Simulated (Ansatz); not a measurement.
# WS2 (WS2 and WS2, 3R): the cost of one run

Program: Ansatz 0.2.0. Level of theory: DFT LDA, scalar-relativistic, plane waves, PAW. These are calculated values, not measurements.

## (1) The structure to begin with

The structure is trigonal, space group P3m1 (No. 156). The conventional cell has a = 3.155 Å, b = 3.155 Å, c = 28.000 Å, α = 90.00°, β = 90.00°, γ = 120.00°. W (site symmetry 3m) has 6 S at 2.40 Å as nearest neighbours. Around S (site symmetry 3m) lie 3 W at 2.40 Å.

Coordinates:

```cif
data_structure
_symmetry_space_group_name_H-M 'P 1'
_symmetry_Int_Tables_number 1
_cell_length_a 3.1550
_cell_length_b 3.1550
_cell_length_c 28.0000
_cell_angle_alpha 90.000
_cell_angle_beta 90.000
_cell_angle_gamma 120.000
_cell_volume 241.37
loop_
_atom_site_label
_atom_site_type_symbol
_atom_site_fract_x
_atom_site_fract_y
_atom_site_fract_z
_atom_site_occupancy
W1 W 0.33333 0.66667 0.39018 1
S1 S 0.66667 0.33333 0.44625 1
S2 S 0.66667 0.33333 0.33411 1
W2 W 0.66667 0.33333 0.60982 1
S3 S 0.00000 0.00000 0.66589 1
S4 S 0.00000 0.00000 0.55375 1
```

## (2) Relaxing the atoms: WS2 (WS2 and WS2, 3R), no spin

The input, input.yaml:

```yaml
crystal:
  lattice:
    - [3.155, 0.0, 0.0]
    - [-1.5775, 2.7323101489, 0.0]
    - [0.0, 0.0, 28.0]
  atoms:
    - { symbol: W, position: [0.3333333333, 0.6666666667, 0.3901785714] }
    - { symbol: S, position: [0.6666666667, 0.3333333333, 0.44625] }
    - { symbol: S, position: [0.6666666667, 0.3333333333, 0.3341071429] }
    - { symbol: W, position: [0.6666666667, 0.3333333333, 0.6098214286] }
    - { symbol: S, position: [0.0, 0.0, 0.6658928571] }
    - { symbol: S, position: [0.0, 0.0, 0.55375] }
scf:
  occupations: { method: fixed }
output:
  forces: true
  stress: true
  eigenvalues: true
  write_density: true
  write_potential: true
  elf: true
  volumetric_format: npy
hamiltonian:
  xc: lda
basis:
  ecutwfc: 480
kpoints:
  mp_grid: { grid: [12, 12, 1] }
relax:
  f_tol: 0.0005
  max_steps: 60
```

Run with:

```
> ansatz run input.yaml --threads 8 --pin off --max-ram 24576MiB --backend cpu --events-out ev --progress --plain --runs-dir out
```

Q: Estimate wall time and peak memory on 8 threads of Intel Xeon 6975P-C (Granite Rapids), shared host.

About 8.4 s, with a peak of 0.9 GiB.
